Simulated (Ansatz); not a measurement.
# Al: freezing in a mode

The task, for Al: freeze in mode 6 at growing amplitude.

Program: Ansatz 0.2.0. Level of theory: DFT PBE, scalar-relativistic, plane waves, PAW. These are calculated values, not measurements.

## (1) The starting structure

It takes space group Fm-3m (No. 225, cubic). The conventional cell has a = 4.048 Å, b = 4.048 Å, c = 4.048 Å, α = 90.00°, β = 90.00°, γ = 90.00°. Al (site symmetry m-3m) has 12 Al at 2.86 Å as nearest neighbours.

Structure file:

```cif
data_structure
_symmetry_space_group_name_H-M 'Fm-3m'
_symmetry_Int_Tables_number 225
_cell_length_a 4.0480
_cell_length_b 4.0480
_cell_length_c 4.0480
_cell_angle_alpha 90.000
_cell_angle_beta 90.000
_cell_angle_gamma 90.000
_cell_volume 66.33
loop_
_atom_site_label
_atom_site_type_symbol
_atom_site_symmetry_multiplicity
_atom_site_Wyckoff_symbol
_atom_site_fract_x
_atom_site_fract_y
_atom_site_fract_z
_atom_site_occupancy
Al1 Al 4 a 0.00000 0.00000 0.00000 1
```

The cell is taken as given, not relaxed at this level.

## (2) The reference cell

The cell is repeated 2 times, 2 atoms in all. The reference gives a free energy of -1075.0076 eV, pressure -0.42 GPa, largest force 0.000 eV/Å and gap on the mesh none (metal). It was computed beforehand with the settings of the runs below.

## (3) Setting up freezing in a mode

Mode 6 of the phonon run on this cell, counted from the lowest, is frozen in: each atom moves by x times its row below, so x is the largest displacement.

```
atom      ux      uy      uz
 Al1  -0.577  -0.577   0.578
 Al2   0.577   0.577  -0.578
```

## (4) Point x = -0.300 Å

Contents of input.yaml:

```yaml
crystal:
  lattice:
    - [0.0, -2.02398, -2.02398]
    - [-2.02398, 0.0, -2.02398]
    - [2.02398, 2.02398, -4.04796]
  atoms:
    - { symbol: Al, position: [0.4786261652, 0.4786261652, 0.5641823552] }
    - { symbol: Al, position: [0.0213738348, 0.0213738348, -0.0641823552] }
basis:
  ecutwfc: 420
kpoints:
  mp_grid: { grid: [18, 18, 20] }
hamiltonian:
  xc: pbe
scf:
  occupations: { method: gaussian, width: 0.15 }
output:
  forces: true
  stress: true
  eigenvalues: true
```

On the command line:

```console
ansatz run input.yaml --threads 2 --pin off --max-ram 5120MiB --backend cpu --events-out ev --progress --plain --runs-dir out
```

Output, cut to the lines that bear on the results:

```text
Warning: RAYON_NUM_THREADS=2 ignored (pool sized by the plan → 2); use --threads N
[...]
Pseudopotentials: kind: paw
Pseudopotential: Al, paw, valence charge 3, recommended cutoff 420 eV (normal), Al.paw.azcp
Functional definition: PBE
[...]
Crystal: 2 atoms, lattice volume = 33.165 Å³
Basis set: ecut = 420 eV, 663 PW (Γ), exchange–correlation on 40×40×72 points (8 copies of the dense FFT grid, shifted against one another)
Bands: 7, of which v1, the nominal top of the filled ones, is band 3 counted from 1 (2 counted from 0)
Symmetry: 4 space group operations
Space group: C2/m (ITA 12), of the structure as read, at distance tolerance 3.2e-5 Å
k-points: 1721 of 6480
[...]
SCF iter   1: F=—  HF=-1073.938429 eV  |F-HF|=—  |Δ(HF+E_count)|=         —  Δρ=2.04e-3  dr2=3.65e-3  ethr=1.77e-3  ⟨swp⟩=5.1  Hψ=97322  notcnv=0
[...]
SCF iter   6: F=-1073.937588 eV  HF=-1073.937588 eV  |F-HF|=1.93e-11  |Δ(HF+E_count)|=   1.50e-9  Δρ=2.63e-7  dr2=3.70e-11  ethr=1.12e-10  ⟨swp⟩=2.3  Hψ=39296  notcnv=0
[...]
SCF converged after 6 iterations
Free energy (F): -1073.937588 eV
[...]
E sigma→0 (E₀):  -1073.933419 eV
Entropy (-TS):   -0.008339 eV (-4.169 meV/atom)
Fermi energy:    7.730141 eV
[...]
--- Forces (eV/Å), atoms counted from 1 ---
  atom   1  Al    -2.42967808    -2.42967808     2.43059286
  atom   2  Al     2.42967808     2.42967808    -2.43059286
[...]
--- Stress (GPa, compression-positive) ---
       14.689216       3.467540      -3.512551
        3.467540      14.689216      -3.512551
       -3.512551      -3.512551      14.743244
  P = ⅓ Tr σ = 14.7072 GPa (147.072 kbar)
--- Band table (eV; the first three rows and the last of 1721) ---
  k-point 0: bands = ["-3.8101", "3.4028", "3.8878", "17.3862", "17.3867", "18.0503", "18.0506"]
[...]
```

Wall time 31 s (2 threads of Intel Xeon at 2.50GHz (Skylake/Cascade Lake), shared host); peak memory 0.73 GiB.

## (5) Point x = 0.225 Å

input.yaml, as its differences from that of step 4:

```diff
@@ -6,4 +6,4 @@
   atoms:
-    - { symbol: Al, position: [0.4786261652, 0.4786261652, 0.5641823552] }
-    - { symbol: Al, position: [0.0213738348, 0.0213738348, -0.0641823552] }
+    - { symbol: Al, position: [0.5160303761, 0.5160303761, 0.4518632336] }
+    - { symbol: Al, position: [-0.0160303761, -0.0160303761, 0.0481367664] }
 basis:
```

On the command line:

```console
ansatz run input.yaml --threads 2 --pin off --max-ram 5120MiB --backend cpu --events-out ev --progress --plain --runs-dir out
```

Output, cut to the lines that bear on the results:

```text
[...]
SCF converged after 6 iterations
Free energy (F): -1074.454596 eV
[...]
E sigma→0 (E₀):  -1074.450296 eV
Entropy (-TS):   -0.008599 eV (-4.300 meV/atom)
Fermi energy:    7.809827 eV
[...]
--- Forces (eV/Å), atoms counted from 1 ---
  atom   1  Al     1.58219433     1.58219433    -1.58264965
  atom   2  Al    -1.58219433    -1.58219433     1.58264965
[...]
--- Stress (GPa, compression-positive) ---
        7.908930       2.086880      -2.085435
        2.086880       7.908930      -2.085435
       -2.085435      -2.085435       7.869214
  P = ⅓ Tr σ = 7.8957 GPa (78.957 kbar)
--- Band table (eV; the first three rows and the last of 1721) ---
  k-point 0: bands = ["-3.5633", "3.4556", "3.6528", "18.0188", "18.0191", "18.5272", "18.5274"]
[...]
```

Run time: 29 s. Hardware: 2 threads of Intel Xeon at 2.50GHz (Skylake/Cascade Lake), shared host; peak memory 0.74 GiB.

## (6) Point x = -0.150 Å

input.yaml, as its differences from that of step 5:

```diff
@@ -6,4 +6,4 @@
   atoms:
-    - { symbol: Al, position: [0.5160303761, 0.5160303761, 0.4518632336] }
-    - { symbol: Al, position: [-0.0160303761, -0.0160303761, 0.0481367664] }
+    - { symbol: Al, position: [0.4893130826, 0.4893130826, 0.5320911776] }
+    - { symbol: Al, position: [0.0106869174, 0.0106869174, -0.0320911776] }
 basis:
```

On the command line:

```console
ansatz run input.yaml --threads 2 --pin off --max-ram 5120MiB --backend cpu --events-out ev --progress --plain --runs-dir out
```

Output, cut to the lines that bear on the results:

```text
[...]
SCF converged after 6 iterations
Free energy (F): -1074.776750 eV
[...]
E sigma→0 (E₀):  -1074.772074 eV
Entropy (-TS):   -0.009352 eV (-4.676 meV/atom)
Fermi energy:    7.853273 eV
[...]
--- Forces (eV/Å), atoms counted from 1 ---
  atom   1  Al    -0.93127121    -0.93127121     0.93153885
  atom   2  Al     0.93127121     0.93127121    -0.93153885
[...]
--- Stress (GPa, compression-positive) ---
        3.202290       0.868057      -0.851898
        0.868057       3.202290      -0.851898
       -0.851898      -0.851898       3.114591
  P = ⅓ Tr σ = 3.1731 GPa (31.731 kbar)
--- Band table (eV; the first three rows and the last of 1721) ---
  k-point 0: bands = ["-3.3680", "3.4741", "3.4918", "18.5870", "18.5871", "18.9092", "18.9092"]
[...]
```

Run time: 31 s. Hardware: 2 threads of Intel Xeon at 2.50GHz (Skylake/Cascade Lake), shared host; peak memory 0.73 GiB.

## (7) Point x = 0.075 Å

input.yaml, as its differences from that of step 6:

```diff
@@ -6,4 +6,4 @@
   atoms:
-    - { symbol: Al, position: [0.4893130826, 0.4893130826, 0.5320911776] }
-    - { symbol: Al, position: [0.0106869174, 0.0106869174, -0.0320911776] }
+    - { symbol: Al, position: [0.5053434587, 0.5053434587, 0.4839544112] }
+    - { symbol: Al, position: [-0.0053434587, -0.0053434587, 0.0160455888] }
 basis:
```

On the command line:

```console
ansatz run input.yaml --threads 2 --pin off --max-ram 5120MiB --backend cpu --events-out ev --progress --plain --runs-dir out
```

Output, cut to the lines that bear on the results:

```text
[...]
SCF converged after 6 iterations
Free energy (F): -1074.951796 eV
[...]
E sigma→0 (E₀):  -1074.946691 eV
Entropy (-TS):   -0.010209 eV (-5.104 meV/atom)
Fermi energy:    7.868709 eV
[...]
--- Forces (eV/Å), atoms counted from 1 ---
  atom   1  Al     0.43374572     0.43374572    -0.43380607
  atom   2  Al    -0.43374572    -0.43374572     0.43380607
[...]
--- Stress (GPa, compression-positive) ---
        0.494731       0.074829      -0.044397
        0.074829       0.494731      -0.044397
       -0.044397      -0.044397       0.422040
  P = ⅓ Tr σ = 0.4705 GPa (4.705 kbar)
--- Band table (eV; the first three rows and the last of 1721) ---
  k-point 0: bands = ["-3.2436", "3.3631", "3.5123", "19.0448", "19.0448", "19.1621", "19.1621"]
[...]
```

It took 31 s on 2 threads of Intel Xeon at 2.50GHz (Skylake/Cascade Lake), shared host; peak memory 0.74 GiB.

## (8) At x = 0.263 Å

Contents of input.yaml:

```yaml
crystal:
  lattice:
    - [0.0, -2.02398, -2.02398]
    - [-2.02398, 0.0, -2.02398]
    - [2.02398, 2.02398, -4.04796]
  atoms:
    - { symbol: Al, position: [0.5187021054, 0.5187021054, 0.4438404392] }
    - { symbol: Al, position: [-0.0187021054, -0.0187021054, 0.0561595608] }
basis:
  ecutwfc: 420
kpoints:
  mp_grid: { grid: [18, 18, 20] }
hamiltonian:
  xc: pbe
scf:
  occupations: { method: gaussian, width: 0.15 }
output:
  forces: true
  stress: true
  eigenvalues: true
  write_density: true
  write_potential: true
  elf: true
  volumetric_format: npy
```

On the command line:

```console
ansatz run input.yaml --threads 2 --pin off --max-ram 5120MiB --backend cpu --events-out ev --progress --plain --runs-dir out
```

Output, cut to the lines that bear on the results:

```text
Warning: RAYON_NUM_THREADS=2 ignored (pool sized by the plan → 2); use --threads N
[...]
Pseudopotentials: kind: paw
Pseudopotential: Al, paw, valence charge 3, recommended cutoff 420 eV (normal), Al.paw.azcp
Functional definition: PBE
[...]
Crystal: 2 atoms, lattice volume = 33.165 Å³
Basis set: ecut = 420 eV, 663 PW (Γ), exchange–correlation on 40×40×72 points (8 copies of the dense FFT grid, shifted against one another)
Bands: 7, of which v1, the nominal top of the filled ones, is band 3 counted from 1 (2 counted from 0)
Symmetry: 4 space group operations
Space group: C2/m (ITA 12), of the structure as read, at distance tolerance 3.2e-5 Å
k-points: 1721 of 6480
[...]
SCF iter   1: F=—  HF=-1074.224222 eV  |F-HF|=—  |Δ(HF+E_count)|=         —  Δρ=1.75e-3  dr2=2.60e-3  ethr=1.77e-3  ⟨swp⟩=5.1  Hψ=97015  notcnv=0
[...]
SCF iter   6: F=-1074.223640 eV  HF=-1074.223640 eV  |F-HF|=1.86e-11  |Δ(HF+E_count)|=  8.97e-10  Δρ=2.84e-7  dr2=3.89e-11  ethr=7.63e-11  ⟨swp⟩=5.0  Hψ=53861  notcnv=0
[...]
SCF converged after 6 iterations
Free energy (F): -1074.223640 eV
[...]
E sigma→0 (E₀):  -1074.219416 eV
Entropy (-TS):   -0.008448 eV (-4.224 meV/atom)
Fermi energy:    7.774910 eV
[...]
--- Forces (eV/Å), atoms counted from 1 ---
  atom   1  Al     1.98166579     1.98166579    -1.98225840
  atom   2  Al    -1.98166579    -1.98166579     1.98225840
[...]
--- Stress (GPa, compression-positive) ---
       11.032643       2.782656      -2.796977
        2.782656      11.032643      -2.796977
       -2.796977      -2.796977      11.027388
  P = ⅓ Tr σ = 11.0309 GPa (110.309 kbar)
--- Band table (eV; the first three rows and the last of 1721) ---
  k-point 0: bands = ["-3.6821", "3.4313", "3.7642", "17.7081", "17.7085", "18.2984", "18.2986"]
[...]
```

Run time: 38 s. Hardware: 2 threads of Intel Xeon at 2.50GHz (Skylake/Cascade Lake), shared host; peak memory 0.72 GiB.

The maps below are laid out on this run's own conventional cell (a, b, c = 2.862, 2.862, 14.023 Å).

Density in a lattice plane of the grid's cell (edges 2.86 and 14.02 Å, at 0.000 of the third edge), which holds Al.

Ten even steps from '0' (0.07 e/Å³) to '9' (0.32 e/Å³):
```
147674
998789
566566
123332
001210
123332
566566
998789
147674
015451
332123
111111
334443
456765
358985
456765
334443
111111
332123
015451
```
Columns run along the first of these edges and rows up along the second, over one cell in 6 and 20 even steps from the bottom left corner. Atoms in the plane (fractional): Al at (0.00, 0.52), Al at (1.00, 0.98).

ELF in the same plane.

Ten even steps from '0' (0.06) to '9' (0.71):
```
028882
998789
898589
457875
124642
457875
898589
998789
028882
107870
886468
665556
678777
568886
358985
568886
678777
665556
886468
107870
```
Columns run along the first of these edges and rows up along the second, over one cell in 6 and 20 even steps from the bottom left corner. Atoms in the plane (fractional): Al at (0.00, 0.52), Al at (1.00, 0.98).

Both are smooth fields of the valence electrons: close to the nuclei they are not physical.

Outside the cores ELF peaks at 0.71 beside Al, off the lines to its neighbours, 1.2 Å from Al; 0.71 between the atoms, 1.3 Å from Al.

## (9) x = 0.188 Å

Contents of input.yaml:

```yaml
crystal:
  lattice:
    - [0.0, -2.02398, -2.02398]
    - [-2.02398, 0.0, -2.02398]
    - [2.02398, 2.02398, -4.04796]
  atoms:
    - { symbol: Al, position: [0.5133586467, 0.5133586467, 0.459886028] }
    - { symbol: Al, position: [-0.0133586467, -0.0133586467, 0.040113972] }
basis:
  ecutwfc: 420
kpoints:
  mp_grid: { grid: [18, 18, 20] }
hamiltonian:
  xc: pbe
scf:
  occupations: { method: gaussian, width: 0.15 }
output:
  forces: true
  stress: true
  eigenvalues: true
```

On the command line:

```console
ansatz run input.yaml --threads 2 --pin off --max-ram 5120MiB --backend cpu --events-out ev --progress --plain --runs-dir out
```

Output, cut to the lines that bear on the results:

```text
Warning: RAYON_NUM_THREADS=2 ignored (pool sized by the plan → 2); use --threads N
[...]
Pseudopotentials: kind: paw
Pseudopotential: Al, paw, valence charge 3, recommended cutoff 420 eV (normal), Al.paw.azcp
Functional definition: PBE
[...]
Crystal: 2 atoms, lattice volume = 33.165 Å³
Basis set: ecut = 420 eV, 663 PW (Γ), exchange–correlation on 40×40×72 points (8 copies of the dense FFT grid, shifted against one another)
Bands: 7, of which v1, the nominal top of the filled ones, is band 3 counted from 1 (2 counted from 0)
Symmetry: 4 space group operations
Space group: C2/m (ITA 12), of the structure as read, at distance tolerance 3.2e-5 Å
k-points: 1721 of 6480
[...]
SCF iter   1: F=—  HF=-1074.636813 eV  |F-HF|=—  |Δ(HF+E_count)|=         —  Δρ=1.04e-3  dr2=5.25e-4  ethr=1.77e-3  ⟨swp⟩=5.1  Hψ=96330  notcnv=0
[...]
SCF iter   6: F=-1074.636800 eV  HF=-1074.636800 eV  |F-HF|=4.87e-10  |Δ(HF+E_count)|=   1.82e-9  Δρ=9.66e-7  dr2=7.21e-10  ethr=1.77e-10  ⟨swp⟩=2.3  Hψ=38501  notcnv=0
[...]
SCF converged after 6 iterations
Free energy (F): -1074.636800 eV
[...]
E sigma→0 (E₀):  -1074.632471 eV
Entropy (-TS):   -0.008657 eV (-4.329 meV/atom)
Fermi energy:    7.835752 eV
[...]
--- Forces (eV/Å), atoms counted from 1 ---
  atom   1  Al     1.23101433     1.23101433    -1.23138072
  atom   2  Al    -1.23101433    -1.23101433     1.23138072
[...]
--- Stress (GPa, compression-positive) ---
        5.293524       1.442019      -1.427329
        1.442019       5.293524      -1.427329
       -1.427329      -1.427329       5.224294
  P = ⅓ Tr σ = 5.2704 GPa (52.704 kbar)
--- Band table (eV; the first three rows and the last of 1721) ---
  k-point 0: bands = ["-3.4573", "3.4758", "3.5554", "18.3139", "18.3141", "18.7327", "18.7327"]
[...]
```

Wall time 28 s (2 threads of Intel Xeon at 2.50GHz (Skylake/Cascade Lake), shared host); peak memory 0.74 GiB.

## (10) At x = 0.113 Å

input.yaml, as its differences from that of step 9:

```diff
@@ -6,4 +6,4 @@
   atoms:
-    - { symbol: Al, position: [0.5133586467, 0.5133586467, 0.459886028] }
-    - { symbol: Al, position: [-0.0133586467, -0.0133586467, 0.040113972] }
+    - { symbol: Al, position: [0.508015188, 0.508015188, 0.4759316168] }
+    - { symbol: Al, position: [-0.008015188, -0.008015188, 0.0240683832] }
 basis:
```

On the command line:

```console
ansatz run input.yaml --threads 2 --pin off --max-ram 5120MiB --backend cpu --events-out ev --progress --plain --runs-dir out
```

Output, cut to the lines that bear on the results:

```text
[...]
SCF converged after 6 iterations
Free energy (F): -1074.880376 eV
[...]
E sigma→0 (E₀):  -1074.875402 eV
Entropy (-TS):   -0.009949 eV (-4.974 meV/atom)
Fermi energy:    7.861804 eV
[...]
--- Forces (eV/Å), atoms counted from 1 ---
  atom   1  Al     0.66915041     0.66915041    -0.66929840
  atom   2  Al    -0.66915041    -0.66915041     0.66929840
[...]
--- Stress (GPa, compression-positive) ---
        1.609781       0.402444      -0.375723
        0.402444       1.609781      -0.375723
       -0.375723      -0.375723       1.526351
  P = ⅓ Tr σ = 1.5820 GPa (15.820 kbar)
--- Band table (eV; the first three rows and the last of 1721) ---
  k-point 0: bands = ["-3.2963", "3.4098", "3.5039", "18.8343", "18.8343", "19.0538", "19.0539"]
[...]
```

Wall time 28 s (2 threads of Intel Xeon at 2.50GHz (Skylake/Cascade Lake), shared host); peak memory 0.73 GiB.

## (11) Point x = 0.037 Å

input.yaml, as its differences from that of step 10:

```diff
@@ -6,4 +6,4 @@
   atoms:
-    - { symbol: Al, position: [0.508015188, 0.508015188, 0.4759316168] }
-    - { symbol: Al, position: [-0.008015188, -0.008015188, 0.0240683832] }
+    - { symbol: Al, position: [0.5026717293, 0.5026717293, 0.4919772056] }
+    - { symbol: Al, position: [-0.0026717293, -0.0026717293, 0.0080227944] }
 basis:
```

On the command line:

```console
ansatz run input.yaml --threads 2 --pin off --max-ram 5120MiB --backend cpu --events-out ev --progress --plain --runs-dir out
```

Output, cut to the lines that bear on the results:

```text
Warning: the atoms were moved onto the symmetric positions of the space group found under crystal.symmetry.tolerance 1.0e-5 (fractional; no operation is sought that the atoms, as they stand in a round, miss by more than twice it, and no atom is moved by as much as it), and the run uses [...]
Warning: crystal.symmetry: narrowed to the stabiliser of the k-point mesh — unitary ops 12 → 4; excluded 8 operations that carry a point of the 18×18×20 mesh (shift [0, 0, 0]) off the mesh (the run samples exactly the mesh kpoints.mp_grid names, as under crystal.symmetry.detect: false, [...]
Warning: RAYON_NUM_THREADS=2 ignored (pool sized by the plan → 2); use --threads N
[...]
Pseudopotentials: kind: paw
Pseudopotential: Al, paw, valence charge 3, recommended cutoff 420 eV (normal), Al.paw.azcp
Functional definition: PBE
[...]
Crystal: 2 atoms, lattice volume = 33.165 Å³
Basis set: ecut = 420 eV, 663 PW (Γ), exchange–correlation on 40×40×72 points (8 copies of the dense FFT grid, shifted against one another)
Bands: 7, of which v1, the nominal top of the filled ones, is band 3 counted from 1 (2 counted from 0)
Symmetry: 4 space group operations
k-points: 1721 of 6480
[...]
SCF iter   1: F=—  HF=-1074.993550 eV  |F-HF|=—  |Δ(HF+E_count)|=         —  Δρ=4.67e-4  dr2=2.14e-5  ethr=1.77e-3  ⟨swp⟩=5.0  Hψ=94824  notcnv=0
[...]
SCF iter   6: F=-1074.993708 eV  HF=-1074.993708 eV  |F-HF|=9.03e-11  |Δ(HF+E_count)|=  8.11e-10  Δρ=8.31e-7  dr2=1.18e-10  ethr=2.26e-11  ⟨swp⟩=1.5  Hψ=37955  notcnv=0
[...]
SCF converged after 6 iterations
Free energy (F): -1074.993708 eV
[...]
E sigma→0 (E₀):  -1074.988612 eV
Entropy (-TS):   -0.010194 eV (-5.097 meV/atom)
Fermi energy:    7.874769 eV
[...]
--- Forces (eV/Å), atoms counted from 1 ---
  atom   1  Al     0.21355595     0.21355595    -0.21365024
  atom   2  Al    -0.21355595    -0.21355595     0.21365024
[...]
--- Stress (GPa, compression-positive) ---
       -0.174344      -0.108389       0.143297
       -0.108389      -0.174344       0.143297
        0.143297       0.143297      -0.240527
  P = ⅓ Tr σ = -0.1964 GPa (-1.964 kbar)
--- Band table (eV; the first three rows and the last of 1721) ---
  k-point 0: bands = ["-3.2113", "3.3347", "3.5175", "19.1966", "19.1967", "19.2297", "19.2297"]
[...]
```

Run time: 28 s. Hardware: 2 threads of Intel Xeon at 2.50GHz (Skylake/Cascade Lake), shared host; peak memory 0.74 GiB.

## (12) All points together

Collected from the runs (energy zero: the undisturbed cell):

| x (Å) | ΔE (meV/cell) | force along the mode (eV/Å) | pressure (GPa) |
| --- | --- | --- | --- |
| -0.300 | 1070.0 | 8.418 | 14.7 |
| -0.150 | 230.8 | 3.226 | 3.2 |
| 0.000 | 0.0 | 0.000 | -0.4 |
| 0.037 | 13.9 | -0.740 | -0.2 |
| 0.075 | 55.8 | -1.502 | 0.5 |
| 0.113 | 127.2 | -2.318 | 1.6 |
| 0.188 | 370.8 | -4.265 | 5.3 |
| 0.225 | 553.0 | -5.481 | 7.9 |
| 0.263 | 783.9 | -6.865 | 11.0 |

Not run, since symmetry makes them alike: 0.300 repeats -0.300, -0.225 repeats 0.225, 0.150 repeats -0.150, -0.075 repeats 0.075. Energy, pressure and gap are the same there.

## (13) Outcome

| quantity | value |
| --- | --- |
| harmonic wavenumber of the mode | 316 cm⁻¹ |
| the same from the force at an amplitude of 0.037 Å | 315 cm⁻¹ |

In words: The force at the smallest amplitude gives 315 cm⁻¹ against 316 cm⁻¹ from the phonon run, so the curve is close to a parabola there. No sampled point lies below the undisturbed cell.
